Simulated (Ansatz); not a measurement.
## (001) slab of rocksalt MgO, 6.3 Å thick as cut, bare faces

Ansatz, PAW, plane waves, no spin–orbit coupling unless named; atoms relaxed with PBEsol, the curve by HSE06. The curve holds the local part of the PAW potentials, so its shape inside matter depends on the files.

```cif
data_structure
_symmetry_space_group_name_H-M 'P 1'
_symmetry_Int_Tables_number 1
_cell_length_a 2.9800
_cell_length_b 2.9800
_cell_length_c 19.3216
_cell_angle_alpha 90.000
_cell_angle_beta 90.000
_cell_angle_gamma 90.000
_cell_volume 171.59
loop_
_atom_site_label
_atom_site_type_symbol
_atom_site_fract_x
_atom_site_fract_y
_atom_site_fract_z
_atom_site_occupancy
O1 O 0.50234 0.50353 0.33555 1
O2 O 0.50233 0.50355 0.55467 1
O3 O 0.00233 0.00354 0.44608 1
O4 O 0.00233 0.00356 0.66520 1
Mg1 Mg 0.00235 0.00349 0.33799 1
Mg2 Mg 0.00234 0.00351 0.55515 1
Mg3 Mg 0.50236 0.50352 0.44560 1
Mg4 Mg 0.50235 0.50352 0.66276 1
```

Planar mean of the electrostatic potential energy along the normal, from the vacuum level:

```tsv
z (Å)	v (eV)
0.00	0.00
0.29	0.00
0.72	0.00
1.00	0.00
1.43	0.00
1.72	0.00
2.00	0.00
2.43	0.00
2.72	0.00
3.15	0.00
3.43	0.00
3.72	-0.01
4.15	-0.03
4.44	-0.08
4.87	-0.26
5.15	-0.60
5.44	-1.39
5.87	-5.49
6.15	-13.45
6.44	-19.40
6.87	-13.61
7.16	-5.75
7.59	-3.00
7.87	-4.31
8.16	-10.81
8.59	-19.82
8.87	-16.29
9.30	-4.94
9.59	-2.94
9.88	-3.39
10.30	-11.90
10.59	-18.88
11.02	-15.34
11.31	-7.19
11.59	-3.41
12.02	-3.80
12.31	-8.94
12.74	-19.33
13.02	-17.49
13.31	-9.68
13.74	-2.21
14.03	-0.95
14.31	-0.41
14.74	-0.12
15.03	-0.05
15.46	-0.02
15.74	-0.01
16.03	0.00
16.46	0.00
16.75	0.00
17.17	0.00
17.46	0.00
17.75	0.00
18.18	0.00
18.46	0.00
18.89	0.00
19.18	0.00
```

**Question.** How far below the vacuum level do the top filled and the lowest empty level lie, by each functional?

**Answer.** PBEsol: 5.27 and 1.64 eV (gap 3.63 eV, a 6×6×1 mesh); HSE06: 6.14 and 1.19 eV (gap 4.95 eV, a 4×4×1 mesh). Either level can be a surface state and not a band edge of the crystal.
